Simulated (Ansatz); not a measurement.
# TiO2 (Anatase, I4_1/amd): zone-centre modes under pressure, part 3 of 4

Wanted: Grüneisen parameters and pressure coefficients of the modes of TiO2 (Anatase, I4_1/amd).

Ansatz 0.2.0; DFT PBEsol, scalar-relativistic, plane waves, PAW; PAW set soft_1.

So far, highest optical mode at the zone centre (no LO-TO term) (cm⁻¹): step 4 (zone-centre response at rest) 619.

## Step 5: Relaxation of a member: 1.06 times the volume at rest

The cell is set to 1.06 times the volume at rest, and shape and atoms relax at that volume.

File input.yaml:

```yaml
crystal:
  lattice:
    - [-1.9098065598, 1.9098065598, 4.933037143]
    - [1.9098065598, -1.9098065598, 4.933037143]
    - [1.9098065598, 1.9098065598, -4.933037143]
  atoms:
    - { symbol: O, position: [0.2044845001, 0.2044845001, 0.0] }
    - { symbol: O, position: [0.9544845001, 0.4544845001, 0.5] }
    - { symbol: O, position: [0.5455154999, 0.0455154999, 0.5] }
    - { symbol: O, position: [0.7955154999, 0.7955154999, 0.0] }
    - { symbol: Ti, position: [0.0, 0.0, 0.0] }
    - { symbol: Ti, position: [0.75, 0.25, 0.5] }
kpoints:
  mp_grid: { grid: [12, 12, 12] }
hamiltonian:
  xc: pbesol
  pseudopotentials: { kind: paw, azcp: { folder: soft_1 }, xc_functional: pbe }
scf:
  occupations: { method: fixed }
output:
  forces: true
  stress: true
  eigenvalues: true
relax:
  adjacent_minimum: "off"
  f_tol: 0.001
  max_steps: 60
  cell: { stress_tol: 0.01, fix: [volume] }
```

Command:

```console
ansatz run input.yaml --threads 8 --pin off --max-ram 16384MiB --backend cpu --events-out ev --progress --plain --runs-dir out
```

Numbers of over 12 decimals in the logs are rounded to 6 here.

The log of the run:

```text
[...]
Crystal: 6 atoms, lattice volume = 71.970 Å³
Basis set: ecut = 420 eV, 1389 PW (Γ), FFT grids on a1+a3, a2+a3, a3, exchange–correlation on 54×54×80 points (8 copies of the dense FFT grid, shifted against one another)
Bands: 30, of which v1, the nominal top of the filled ones, is band 24 counted from 1 (23 counted from 0)
Symmetry: 16 space group operations
[...]
cell:  # Å, volume = 71.9703 Å³
    - [-1.905402, 1.905402, 4.955871]
    - [1.905402, -1.905402, 4.955871]
    - [1.905402, 1.905402, -4.955871]
  atoms:
    - { symbol: O, position: [0.203290, 0.203290, 0] }
    - { symbol: O, position: [0.953290, 0.453290, 0.5] }
    - { symbol: O, position: [0.546710, 0.046710, 0.500000] }
    - { symbol: O, position: [0.796710, 0.796710, 0] }
    - { symbol: Ti, position: [0, 0, 0] }
    - { symbol: Ti, position: [0.75, 0.250000, 0.500000] }
[key lines of the parts left out:]
SCF converged after 6 iterations
Free energy (F): -7199.623247 eV
Fermi energy:    6.388031 eV
P = ⅓ Tr σ = -9.8167 GPa (-98.167 kbar)
```

Elapsed: 38 s, on 8 threads of Arm Neoverse N1, shared host; peak memory 0.64 GiB; 4.8 min of CPU time.

Step by step:

| step | energy less that of the first step (eV) | largest force component (eV/Å) | pressure (GPa) | volume (Å³) |
| --- | --- | --- | --- | --- |
| 1 | 0.0000 | 0.0958 | -10.27 | 71.97 |
| 2 | -0.0016 | 0.0399 | -10.02 | 71.97 |
| 3 | -0.0019 | 0.0039 | -9.82 | 71.97 |
| 4 | -0.0019 | 0.0020 | -9.83 | 71.97 |
| 5 | -0.0019 | 0.0001 | -9.83 | 71.97 |
| 6* | -0.0020 | 0.0001 | -9.83 | 71.97 |
| 7 | -0.0020 | 0.0000 | -9.82 | 71.97 |
| 8* | -0.0020 | 0.0000 | -9.82 | 71.97 |

Relaxation steps marked * repeat the geometry before them on a plane-wave basis chosen anew for their cell, so energy and pressure can jump there.

The run keeps the 16 symmetry operations that it works with, so distortions that break them were not tested.

| conventional cell, symmetrised | before | after | change |
| --- | --- | --- | --- |
| a (Å) | 3.820 | 3.811 | -0.2 % |
| b (Å) | 3.820 | 3.811 | -0.2 % |
| c (Å) | 9.866 | 9.912 | +0.5 % |
| volume (Å³/atom) | 12.00 | 12.00 | +0.0 % |

The atoms that moved most (Å, as changes of fractional coordinates times the final cell):

| atom | dx | dy | dz | length |
| --- | --- | --- | --- | --- |
| O4 | 0.000 | 0.000 | 0.012 | 0.012 |
| O3 | 0.000 | 0.000 | 0.012 | 0.012 |
| O2 | 0.000 | 0.000 | -0.012 | 0.012 |
| O1 | 0.000 | 0.000 | -0.012 | 0.012 |

Final coordinates:

```xyz
6
Lattice="-1.9054 1.9054 4.9559 1.9054 -1.9054 4.9559 1.9054 1.9054 -4.9559" Properties=species:S:1:pos:R:3 pbc="T T T"
O     0.0000    0.0000    2.0150
O     0.0000    1.9054    4.4929
O     0.0000    1.9054    0.4630
O     0.0000    0.0000    7.8968
Ti    0.0000    0.0000    0.0000
Ti    0.0000    1.9054    2.4779
```

This step gave:

| Item | Value |
| --- | --- |
| pressure | -9.817 GPa |
| gap on the k-mesh | 2.143 eV |
| volume per atom | 12.00 Å³ |

The largest force component left is 0.010 meV/Å, at a pressure of -9.82 GPa.

## Step 6: Modes of this member: 1.06 times the volume at rest

The zone-centre modes follow for 1.06 times the volume at rest, with the response to a field.

input.yaml, the sections that differ from step 5:

```yaml
crystal:
  lattice:
    - [-1.9054018705, 1.9054018705, 4.9558707626]
    - [1.9054018705, -1.9054018705, 4.9558707626]
    - [1.9054018705, 1.9054018705, -4.9558707626]
  atoms:
    - { symbol: O, position: [0.2032901834, 0.2032901834, 0.0] }
    - { symbol: O, position: [0.9532901834, 0.4532901834, 0.5] }
    - { symbol: O, position: [0.5467098166, 0.0467098166, 0.5] }
    - { symbol: O, position: [0.7967098166, 0.7967098166, 0.0] }
    - { symbol: Ti, position: [0.0, 0.0, 0.0] }
    - { symbol: Ti, position: [0.75, 0.25, 0.5] }
output:
  eigenvalues: true
phonons:
  method: dfpt
  dielectric: true
  rigid_motions: translations
# kpoints, hamiltonian, scf: as in step 5
# relax: removed
```

The log of the run:

```text
[...]
Crystal: 6 atoms, lattice volume = 71.970 Å³
Basis set: ecut = 420 eV, 1373 PW (Γ), exchange–correlation on 80×80×80 points (8 copies of the dense FFT grid, shifted against one another)
Bands: 30, of which v1, the nominal top of the filled ones, is band 24 counted from 1 (23 counted from 0)
Symmetry: 16 space group operations
k-points: 868 of 1728 (irreducible under 1 space group operation, time reversal used)
[...]
SCF iter   1: F=—  HF=-7199.845229 eV  |F-HF|=—  |Δ(HF+E_count)|=         —  Δρ=4.96e-2  dr2=1.91e0  ethr=3.10e-3  ⟨swp⟩=3.2  Hψ=82774  notcnv=0  defer=1593
[...]
SCF iter  11: F=-7199.623247 eV  HF=-7199.623247 eV  |F-HF|=4.00e-11  |Δ(HF+E_count)|=  4.61e-10  Δρ=3.27e-7  dr2=7.57e-11  ethr=1.00e-12  ⟨swp⟩=10.3  Hψ=152297  notcnv=0
SCF 1 converged in 11 iterations: F = -7199.623247 eV  dr2 = 7.57e-11
[...]
Bands: 25, of which v1, the nominal top of the filled ones, is band 24 counted from 1 (23 counted from 0)
k-points: 159 of 1728
[...]
Eigensolver: Dense (159 Hₖ)
SCF iter   1: F=—  HF=-7199.605796 eV  |F-HF|=—  |Δ(HF+E_count)|=         —  Δρ=2.79e-4  dr2=1.28e-5  ethr=1.00e-1
[...]
SCF iter   4: F=-7199.605800 eV  HF=-7199.605800 eV  |F-HF|=2.00e-8  |Δ(HF+E_count)|=   2.15e-7  Δρ=8.72e-6  dr2=5.83e-8  ethr=2.95e-9
SCF 1 converged in 4 iterations: F = -7199.605800 eV  dr2 = 5.83e-8
[...]
SCF converged after 11 iterations
Free energy (F): -7199.623247 eV
[...]
Internal energy: -7199.623247 eV  (E = F + TS)
E sigma→0 (E₀):  -7199.623247 eV
Fermi energy:    6.388033 eV
[...]
--- Band table (eV; the first three rows and the last of 868) ---
  k-point 0: bands = [... 20 lower, 5.6068, 5.6233, 6.0629, 6.0629, 8.5308, 9.1453, 10.4381, 10.4381, ... 2 higher]
  k-point 1: bands = [... 20 lower, 5.4768, 5.6662, 5.7373, 6.1407, 8.8211, 9.1932, 10.1240, 10.2341, ... 2 higher]
  k-point 2: bands = [... 20 lower, 5.0926, 5.2129, 5.7915, 6.2653, 9.2376, 9.4135, 9.6521, 10.0307, ... 2 higher]
  k-point 867: bands = [... 20 lower, 5.2345, 5.2345, 6.3598, 6.3598, 8.8286, 8.8286, 10.0956, 10.0956, ... 2 higher]
[...]
ASR residual: 1.307e-4 → 0.000e0 eV/Å²; symmetrization residual: 2.002e-5 eV/Å²
  ASR residual per site (eV/Å²): 1.31e-4 1.31e-4 1.31e-4 1.31e-4 1.15e-4 1.15e-4
[...]
ε∞ (high-frequency dielectric tensor):
        6.885715    -0.000000     0.000000
       -0.000000     6.885715    -0.000000
        0.000000    -0.000000     6.431467
  ε⁰ (static dielectric tensor: ions relaxed, cell fixed):
      117.832643    -0.000000    -0.000000
       -0.000000   117.832643    -0.000000
       -0.000000    -0.000000    35.623934
  ε⁰ − ε∞ (ionic part):
      110.946928    -0.000000    -0.000000
       -0.000000   110.946928    -0.000000
       -0.000000    -0.000000    29.192467
[...]
Born effective charges Z* (e; rows j = field, columns β = displacement):
    site 0:
        -1.07471    0.00000   -0.00000
         0.00000   -5.38222    0.00000
         0.00000    0.00000   -2.88775
    site 1:
        -5.38222   -0.00000   -0.00000
         0.00000   -1.07471    0.00000
        -0.00000    0.00000   -2.88775
    site 2:
        -1.07471    0.00000   -0.00000
         0.00000   -5.38222    0.00000
         0.00000    0.00000   -2.88775
    site 3:
        -5.38222    0.00000   -0.00000
         0.00000   -1.07471    0.00000
        -0.00000    0.00000   -2.88775
    site 4:
         6.45692   -0.00000    0.00000
        -0.00000    6.45692   -0.00000
         0.00000   -0.00000    5.77551
    site 5:
         6.45692   -0.00000    0.00000
        -0.00000    6.45692   -0.00000
         0.00000   -0.00000    5.77551
  Z* charge neutrality: 5.966e-3 e pre-enforcement
  solved inside a basis spanned on kpoints, on 12×12×12 k-points, its susceptibility summed on 12×12×16: ε∞ is read to err by 2.1e-2, Z* by 2.2e-2 e (field_mesh: kpoints solves on kpoints); Z* is corrected for what the basis lacks
  optical modes at Γ without the LO–TO term, one row a degenerate level:
      ω (cm⁻¹)  modes    IR ((D/Å)²/amu)
         82.80      2             0.0000
        174.11      2           218.7962
        185.19      2             0.0000
        285.43      1            80.2546
        339.58      1             0.0000
        361.69      2            35.3344
        462.02      1             0.0000
        483.69      1             0.0000
        507.59      1             0.0000
        573.97      2             0.0000
  optical modes at Γ + LO–TO along q̂ = [1.0000, 0.0000, 0.0000]:
      ω (cm⁻¹)  modes    IR ((D/Å)²/amu)
         82.80      2             0.0000
        174.11      1           109.3981
        185.19      2             0.0000
[...]
optical modes at Γ + LO–TO along q̂ = [0.0000, 1.0000, 0.0000]:
      ω (cm⁻¹)  modes    IR ((D/Å)²/amu)
[...]
573.97      2             0.0000
        770.52      1           126.3932
  optical modes at Γ + LO–TO along q̂ = [0.0000, 0.0000, 1.0000]:
      ω (cm⁻¹)  modes    IR ((D/Å)²/amu)
         82.80      2             0.0000
        174.11      2           218.7962
        185.19      2             0.0000
        339.58      1             0.0000
        361.69      2            35.3344
        462.02      1             0.0000
        483.69      1             0.0000
        507.59      1             0.0000
        573.97      2             0.0000
        671.77      1            80.2546
```

Elapsed: 11 min, on 8 threads; peak memory 7.3 GiB; 80 min of CPU time.

Numbers from this step:

| Item | Value |
| --- | --- |
| sum-rule residual before enforcement | 1.31e-4 eV/Å² |
| miss of the charge sum rule | 0.005966 e |
| estimated error of the dielectric tensor | 0.02123 |
| estimated error of the Born charges | 0.02179 e |
| highest optical mode at the zone centre (no LO-TO term) | 574.0 cm⁻¹ |
| lowest optical zone-centre mode | 82.8 cm⁻¹ |
| mean high-frequency dielectric constant | 6.734 |
| largest Born charge (third of the trace) | 6.230 e |
| mean static dielectric constant | 90.43 |
| top of the zone-centre spectrum with the field | 770.5 cm⁻¹ |

Without the LO-TO term. Patterns of degenerate modes are one choice out of their space. Modes at Γ, with each element's share of the kinetic energy:

| mode | frequency (cm⁻¹) | symmetry | O % | Ti % |
| --- | --- | --- | --- | --- |
| 1 | 0.0 | acoustic | 40 | 60 |
| 2 | 0.0 | acoustic | 40 | 60 |
| 3 | 0.0 | acoustic | 40 | 60 |
| 4 | 82.8 | Eg | 0 | 100 |
| 5 | 82.8 | Eg | 0 | 100 |
| 6 | 174.1 | Eu | 60 | 40 |
| 7 | 174.1 | Eu | 60 | 40 |
| 8 | 185.2 | Eg | 100 | 0 |
| 9 | 185.2 | Eg | 100 | 0 |
| 10 | 285.4 | A2u | 60 | 40 |
| 11 | 339.6 | B1g | 8 | 92 |
| 12 | 361.7 | Eu | 100 | 0 |
| 13 | 361.7 | Eu | 100 | 0 |
| 14 | 462.0 | B1g | 92 | 8 |
| 15 | 483.7 | A1g | 100 | 0 |
| 16 | 507.6 | B2u | 100 | 0 |
| 17 | 574.0 | Eg | 100 | 0 |
| 18 | 574.0 | Eg | 100 | 0 |

Displacements in mode 4 (82.8 cm⁻¹), the largest set to 1:
```
O1   0.11  0.00  0.00
O2   0.02  0.00  0.00
O3  -0.11  0.00  0.00
O4  -0.02  0.00  0.00
Ti5 -1.00  0.00  0.00
Ti6  1.00  0.00  0.00
```

Displacements in mode 7 (174.1 cm⁻¹), the largest set to 1:
```
O1  -0.78 -0.44  0.00
O2  -1.00 -0.35  0.00
O3  -0.78 -0.44  0.00
O4  -1.00 -0.35  0.00
Ti5  0.60  0.26  0.00
Ti6  0.60  0.26  0.00
```

Transverse modes. Lines of the infrared spectrum (strongest = 100):

| position (cm⁻¹) | label | relative intensity |
| --- | --- | --- |
| 83 | Eg | 0.0 |
| 174 | Eu | 100 |
| 185 | Eg | 0.0 |
| 285 | A2u | 37 |
| 340 | B1g | 0.0 |
| 362 | Eu | 16 |
| 462 | B1g | 0.0 |
| 484 | A1g | 0.0 |
| 508 | B2u | 0.0 |
| 574 | Eg | 0.0 |

Without the LO-TO term the lowest optical mode is real, 82.8 cm⁻¹, and the highest lies at 574.0 cm⁻¹.

For the highest optical mode at the zone centre (no LO-TO term), step 4 gave 619 cm⁻¹; this run, with volume ratio 1.06, gives 574 cm⁻¹ (-7 %).

## Step 7: Relaxation of a member: 0.9 times the volume at rest

The cell is set to 0.9 times the volume at rest, and shape and atoms relax at that volume.

input.yaml, the sections that differ from step 6:

```yaml
crystal:
  lattice:
    - [-1.8548124165, 1.8548124165, 4.4404788116]
    - [1.8548124165, -1.8548124165, 4.4404788116]
    - [1.8548124165, 1.8548124165, -4.4404788116]
  atoms:
    - { symbol: O, position: [0.2165158869, 0.2165158869, 0.0] }
    - { symbol: O, position: [0.9665158869, 0.4665158869, 0.5] }
    - { symbol: O, position: [0.5334841131, 0.0334841131, 0.5] }
    - { symbol: O, position: [0.7834841131, 0.7834841131, 0.0] }
    - { symbol: Ti, position: [0.0, 0.0, 0.0] }
    - { symbol: Ti, position: [0.75, 0.25, 0.5] }
output:
  forces: true
  stress: true
  eigenvalues: true
relax:
  adjacent_minimum: "off"
  f_tol: 0.001
  max_steps: 60
  cell: { stress_tol: 0.01, fix: [volume] }
# kpoints, hamiltonian, scf: as in step 6
# phonons: removed
```

The log of the run:

```text
[...]
Crystal: 6 atoms, lattice volume = 61.107 Å³
Basis set: ecut = 420 eV, 1203 PW (Γ), exchange–correlation on 72×72×72 points (8 copies of the dense FFT grid, shifted against one another)
Bands: 30, of which v1, the nominal top of the filled ones, is band 24 counted from 1 (23 counted from 0)
Symmetry: 16 space group operations
[...]
k-points: 163 of 1728
[...]
cell:  # Å, volume = 61.1068 Å³
    - [-1.865130, 1.865130, 4.391485]
    - [1.865130, -1.865130, 4.391485]
    - [1.865130, 1.865130, -4.391485]
  atoms:
    - { symbol: O, position: [0.219365, 0.219365, 0] }
    - { symbol: O, position: [0.969365, 0.469365, 0.500000] }
    - { symbol: O, position: [0.530635, 0.030635, 0.5] }
    - { symbol: O, position: [0.780635, 0.780635, 0] }
    - { symbol: Ti, position: [0, 0, 0] }
    - { symbol: Ti, position: [0.750000, 0.250000, 0.500000] }
[key lines of the parts left out:]
SCF converged after 5 iterations
Free energy (F): -7199.328273 eV
Fermi energy:    8.777345 eV
P = ⅓ Tr σ = 21.0342 GPa (210.342 kbar)
```

Wall time 39 s (8 threads); peak memory 0.62 GiB; 4.9 min of CPU time.

The steps of the relaxation:

| step | energy less that of the first step (eV) | largest force component (eV/Å) | pressure (GPa) | volume (Å³) |
| --- | --- | --- | --- | --- |
| 1 | 0.0000 | 0.1646 | 23.09 | 61.11 |
| 2 | -0.0044 | 0.0955 | 22.45 | 61.11 |
| 3 | -0.0073 | 0.0557 | 20.89 | 61.11 |
| 4 | -0.0076 | 0.0703 | 20.85 | 61.11 |
| 5 | -0.0082 | 0.0004 | 21.08 | 61.11 |
| 6* | -0.0085 | 0.0001 | 21.09 | 61.11 |
| 7 | -0.0085 | 0.0001 | 21.03 | 61.11 |
| 8* | -0.0085 | 0.0001 | 21.03 | 61.11 |

Relaxation steps marked * repeat the geometry before them on a plane-wave basis chosen anew for their cell, so energy and pressure can jump there.

The run keeps the 16 symmetry operations that it works with, so distortions that break them were not tested.

| conventional cell, symmetrised | before | after | change |
| --- | --- | --- | --- |
| a (Å) | 3.710 | 3.730 | +0.6 % |
| b (Å) | 3.710 | 3.730 | +0.6 % |
| c (Å) | 8.881 | 8.783 | -1.1 % |
| volume (Å³/atom) | 10.18 | 10.18 | +0.0 % |

The atoms that moved most (Å, as changes of fractional coordinates times the final cell):

| atom | dx | dy | dz | length |
| --- | --- | --- | --- | --- |
| O3 | 0.000 | 0.000 | -0.025 | 0.025 |
| O4 | 0.000 | 0.000 | -0.025 | 0.025 |
| O1 | 0.000 | 0.000 | 0.025 | 0.025 |
| O2 | 0.000 | 0.000 | 0.025 | 0.025 |

Final coordinates:

```cif
data_structure
_symmetry_space_group_name_H-M 'P 1'
_symmetry_Int_Tables_number 1
_cell_length_a 5.1227
_cell_length_b 5.1227
_cell_length_c 5.1227
_cell_angle_alpha 137.297
_cell_angle_beta 137.297
_cell_angle_gamma 61.981
_cell_volume 61.11
loop_
_atom_site_label
_atom_site_type_symbol
_atom_site_fract_x
_atom_site_fract_y
_atom_site_fract_z
_atom_site_occupancy
O1 O 0.21937 0.21937 0.00000 1
O2 O 0.96937 0.46937 0.50000 1
O3 O 0.53063 0.03063 0.50000 1
O4 O 0.78063 0.78063 0.00000 1
Ti5 Ti 0.00000 0.00000 0.00000 1
Ti6 Ti 0.75000 0.25000 0.50000 1
```

This step gave:

```
pressure          : 21.03 GPa
gap on the k-mesh : 1.870 eV
volume per atom   : 10.18 Å³
```

The largest force component left is 0.062 meV/Å, at a pressure of 21.03 GPa.

(Continued in part 4 of 4.)

[Logs are printed without paths, hosts, clocks, repeated set-up lines and the standing remarks that a program may print on its own settings, such as how far it seeks lower states.]

[Hosts, paths, dates, database ids (printed as entryN), source tags and the programs' standing remarks are cut or masked in the printed files.]
